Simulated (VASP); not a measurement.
Runs of VASP 6.6.1 on Bi. All rows change the cell; the cell of one of them follows. The structure is tetragonal, space group I4/mmm (No. 139). The conventional cell has a = 7.834 Å, b = 7.834 Å, c = 2.976 Å, α = 90.00°, β = 90.00°, γ = 90.00°. Bi (site symmetry 4/mmm) has 2 Bi at 2.98 Å as nearest neighbours. This isn't the form of Bi at room conditions, which is rhombohedral.

```csv
cell,gap on the mesh (eV),pressure (GPa)
"strain -0.080 along x and y, +0.040 along z, atoms carried along",none,-1.1
"strain +0.080 along x and y, -0.080 along z, atoms carried along",none,2.5
"strain -0.040 along x and y, +0.000 along z, atoms carried along",none,(a)
"strain -0.080 along x and y, -0.080 along z, atoms carried along",none,3.1
```

Alike in all rows: task single point; level PBE+D3(BJ); potentials or basis VASP PAW PBE potentials, release 64 (Bi_d); no spin polarisation; k mesh 10 × 10 × 10; cutoff (eV) 520; smearing gaussian 0.05 eV.

Task: Estimate the missing entries.

Result: (a) -0.5.

Caveats: spin-orbit coupling is left out, which moves the levels of the heavy elements; pairwise dispersion overbinds metals, which lowers pressure and volume.

A k mesh can miss the band edges, and the runs leave out spin-orbit coupling on Bi.

A gap of «none» marks a metal or a gap under the smearing width.
